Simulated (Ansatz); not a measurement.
Space group C2/m (No. 12). a = 13.845 Å, b = 3.847 Å, c = 6.338 Å, α = 90.00°, β = 96.79°, γ = 90.00°
```csv
atom,site,symmetry,x,y,z
Si,4i,m,0.0556,0.0000,0.8742
Si,4i,m,0.0590,0.5000,0.6535
Si,4i,m,0.2128,0.0000,0.0574
Si,4i,m,0.2271,0.5000,0.5855
```

Equation of state of this Si structure (not necessarily the ground state), with shape and atoms relaxed at each volume where symmetry leaves them free. The calculation used Ansatz 0.2.0, DFT r2SCAN, scalar-relativistic, plane waves, PAW.

Cutoff 500 eV; k points 10×10×6 on the computed 8-atom cell (Γ-centred); Gaussian smearing, width 0.02 eV; no spin polarisation.

```csv
V (Å³/atom),E − E(largest V) (meV/atom),P (GPa),gap on mesh (eV)
19.067,5.55,9.98,0.26
19.696,-25.90,6.15,0.32
20.325,-43.37,2.84,0.37
20.953,-48.79,-0.01,0.42
21.582,-43.85,-2.45,0.47
22.210,-30.03,-4.54,0.51
23.049,0.00,-6.86,0.56
```

Task: Fit a third-order Birch–Murnaghan equation to E(V).

Result: V0 = 20.95 Å³/atom, B0 = 88 GPa, B0' = 4.1.

The gaps are read on the mesh, which can miss the band edges, so they can be too wide.

This form isn't the element's structure at ambient conditions.